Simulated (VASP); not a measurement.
Calculation: PBE GGA, VASP's PBE PAW potentials (set 64) (plane waves; VASP).

VASP input:

**POSCAR**
```
NaBr
1
   -0.0000000000     3.0187443167     3.0187443167
    3.0187443167     0.0000000000     3.0187443167
    3.0187443167     3.0187443167     0.0000000000
Na Br
1 1
Direct
  0.0000000000   0.0000000000   0.0000000000
  0.5000000000   0.5000000000   0.5000000000
```

INCAR:
```
SYSTEM  =  NaBr
PREC  =  Accurate; ENCUT  =  520; LREAL  =  .False.
LASPH  =  .True.
EDIFF  =  1E-6; NELM  =  100; ALGO  =  Normal
LMAXMIX  =  4
ISMEAR  =  0; SIGMA  =  0.05
GGA  =  PE
IBRION  =  2; NSW  =  60; ISIF  =  3
EDIFFG  =  -0.01
LWAVE  =  .False.; LCHARG  =  .False.
```

File KPOINTS:
```
Regular mesh
0
gamma
  7 7 7
0 0 0
```

POTCAR, in this order: Na_pv Br (PBE.64 set). Program: vasp_std.

What VASP printed:

### OSZICAR
```
       N       E                     dE             d eps       ncg     rms          rms(c)
DAV:   1     0.847763433543E+02    0.84776E+02   -0.72152E+03   440   0.122E+03
DAV:   2     0.199010402676E+01   -0.82786E+02   -0.78501E+02   492   0.250E+02
DAV:   3    -0.603445673697E+01   -0.80246E+01   -0.77696E+01   541   0.749E+01
DAV:   4    -0.624635982505E+01   -0.21190E+00   -0.21163E+00   494   0.131E+01
DAV:   5    -0.624925667370E+01   -0.28968E-02   -0.28966E-02   542   0.158E+00    0.165E+00
DAV:   6    -0.612793480327E+01    0.12132E+00   -0.20134E-01   503   0.290E+00    0.101E+00
DAV:   7    -0.611628998233E+01    0.11645E-01   -0.90192E-02   497   0.190E+00    0.562E-01
DAV:   8    -0.612032184677E+01   -0.40319E-02   -0.67690E-03   461   0.826E-01    0.111E-01
DAV:   9    -0.612030086728E+01    0.20979E-04   -0.10926E-04   530   0.110E-01    0.598E-02
DAV:  10    -0.612036406427E+01   -0.63197E-04   -0.11802E-04   461   0.103E-01    0.131E-02
DAV:  11    -0.612036383262E+01    0.23165E-06   -0.75836E-06   509   0.302E-02
   1 F= -.61203638E+01 E0= -.61203638E+01  d E =-.612036E+01
```

**OUTCAR**
```
------------------------ aborting loop because EDIFF is reached ----------------------------------------
  FORCE on cell =-STRESS in cart. coord.  units (eV):
  Direction    XX          YY          ZZ          XY          YZ          ZX
  --------------------------------------------------------------------------------------
  Total        0.0010914      0.0010914      0.0010914     -0.0000000      0.0000000     -0.0000000
  in kB        0.0317811      0.0317811      0.0317811     -0.0000000      0.0000000     -0.0000000
  external PRESSURE =       0.0317811 kB  Pullay stress =       0.0000000 kB
  volume of cell :       55.02
      direct lattice vectors                 reciprocal lattice vectors
     0.000000000  3.018744317  3.018744317    -0.165631782  0.165631782  0.165631782
     3.018744317  0.000000000  3.018744317     0.165631782 -0.165631782  0.165631782
     3.018744317  3.018744317  0.000000000     0.165631782  0.165631782 -0.165631782
 POSITION                                       TOTAL-FORCE (eV/Angst)
 -----------------------------------------------------------------------------------
      0.00000      0.00000      0.00000        -0.000000     -0.000000      0.000000
      3.01874      3.01874      3.01874         0.000000      0.000000      0.000000
 -----------------------------------------------------------------------------------
    total drift:                                0.000000     -0.000000     -0.000000
  FREE ENERGIE OF THE ION-ELECTRON SYSTEM (eV)
  ---------------------------------------------------
  free  energy   TOTEN  =        -6.1203638326 eV

  energy  without entropy=       -6.1203638326  energy(sigma->0) =       -6.12036383

 reached required accuracy - stopping structural energy minimisation
```
(Selected blocks of OUTCAR.)

OUTCAR:
```
 val. band max:       -0.9232414386   @ k =   0.0000   0.0000   0.0000

 cond. band min:       3.1393053176   @ k =   0.0000   0.0000   0.0000


 Fermi energy:        -0.7075185030

 k-point     1 :       0.0000    0.0000    0.0000
  band No.  band energies     occupation
      1     -22.5415      2.00000
      2     -22.5415      2.00000
      3     -22.5415      2.00000
      4     -13.6515      2.00000
      5      -0.9232      2.00000
      6      -0.9232      2.00000
      7      -0.9232      2.00000
      8       3.1393      0.00000
      9       8.8853      0.00000
     10       8.8853      0.00000
     11       8.8853      0.00000

 k-point     2 :       0.1429    0.0000    0.0000
  band No.  band energies     occupation
      1     -22.5439      2.00000
      2     -22.5417      2.00000
      3     -22.5417      2.00000
      4     -13.6060      2.00000
      5      -1.4261      2.00000
      6      -0.9741      2.00000
      7      -0.9741      2.00000
      8       3.7930      0.00000
      9       8.2887      0.00000
     10       9.0851      0.00000
     11       9.0851      0.00000

 k-point     3 :       0.2857    0.0000    0.0000
  band No.  band energies     occupation
      1     -22.5494      2.00000
      2     -22.5421      2.00000
      3     -22.5421      2.00000
      4     -13.5006      2.00000
      5      -2.2682      2.00000
      6      -1.0835      2.00000
      7      -1.0835      2.00000
      8       4.8305      0.00000
      9       7.9734      0.00000
     10       8.9203      0.00000
     11       8.9203      0.00000

 k-point     4 :       0.4286    0.0000    0.0000
  band No.  band energies     occupation
      1     -22.5537      2.00000
      2     -22.5424      2.00000
      3     -22.5424      2.00000
      4     -13.4127      2.00000
      5      -2.8056      2.00000
      6      -1.1668      2.00000
      7      -1.1668      2.00000
      8       5.2003      0.00000
      9       8.5690      0.00000
...
```

The compound is NaBr in the rock salt structure. It was relaxed first. The start is the result of an earlier pass.
